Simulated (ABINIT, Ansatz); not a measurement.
Given: the input of a run of Ansatz 0.2.0 on MoS2. Atoms were shifted at random by some hundredths of an Å from the given cell, which wasn't relaxed again for these runs. The cell comes from a database or a generator and needn't be the stable form of this composition.

File input.yaml:

```yaml
crystal:
  lattice:
    - [3.2274645616, 0.0, 0.0]
    - [-1.6137322808, 2.7950663001, 0.0]
    - [0.0, 0.0, 6.31247342]
  atoms:
    - { symbol: Mo, position: [-0.005971, -0.018267, 0.499297] }
    - { symbol: S, position: [0.655641, 0.322237, 0.748237] }
    - { symbol: S, position: [0.333808, 0.686877, 0.252564] }
hamiltonian:
  xc: pbesol
  pseudopotentials: { kind: paw }
kpoints:
  mp_grid: { grid: [9, 9, 4] }
scf:
  occupations: { method: fermi_dirac, width: 0.05 }
output:
  forces: true
  stress: true
  eigenvalues: true
  write_density: true
  write_potential: true
  elf: true
  volumetric_format: npy
```

Potentials or basis: Ansatz PAW.

Command:

```bash
$ ansatz run input.yaml --threads 1 --pin off --max-ram 3584MiB --backend cpu --events-out ev --progress --plain --runs-dir out
```

Problem. Translate it to ABINIT 10.8.3 (patched build). Potentials or basis there: PseudoDojo NC SR PBEsol v0.4.1 standard, cutoff 1088 eV.

Solution. As run (cutoffs and basis follow the program's own potentials, and thresholds, step limits or extra output files can differ):

run.abi

```
# Pseudopotentials
pp_dirpath "./"
pseudos "Mo.upf, S.upf"

# Structure
acell 3*1.0
rprim
     6.0990240984     0.0000000000     0.0000000000
    -3.0495120492     5.2819098074     0.0000000000
     0.0000000000     0.0000000000    11.9288459328
ntypat 2
znucl 42 16
natom 3
typat 1 2 2
xred
    -0.0059710000    -0.0182670000     0.4992970000
     0.6556410000     0.3222370000     0.7482370000
     0.3338080000     0.6868770000     0.2525640000
chkprim 0
chksymtnons 0
tolsym 1.0e-6

# Plane-wave basis
ecut 40.0

# k points
kptopt 1
ngkpt 9 9 4
nshiftk 1
shiftk 0.0 0.0 0.0

# Exchange and correlation
ixc -116133

# Bands and occupations
nband 17
occopt 3
tsmear 0.05 eV

# SCF cycle
nstep 100
tolvrs 1.0e-10

# Output
iomode 3
prtwf 0
prtden 0
prteig 0
prtebands 0
```

Potentials or basis: PseudoDojo NC SR PBEsol v0.4.1 standard.

Launch:

```console
$ abinit run.abi > log 2>&1
```

Both were run:

|  | Ansatz | ABINIT |
| --- | --- | --- |
| Pressure | -4.8 GPa | -4.8 GPa |
| Largest force | 0.555 eV/Å | 0.556 eV/Å |

Ansatz's pressure holds a Pulay term of +0.01 GPa for its cutoff of 420 eV, which the other run lacks.

Ansatz's potentials were made for PBE.

Where Ansatz's input types no cutoff or centring, it takes its own default and a Γ-centred mesh.

Pressure is positive in compression.
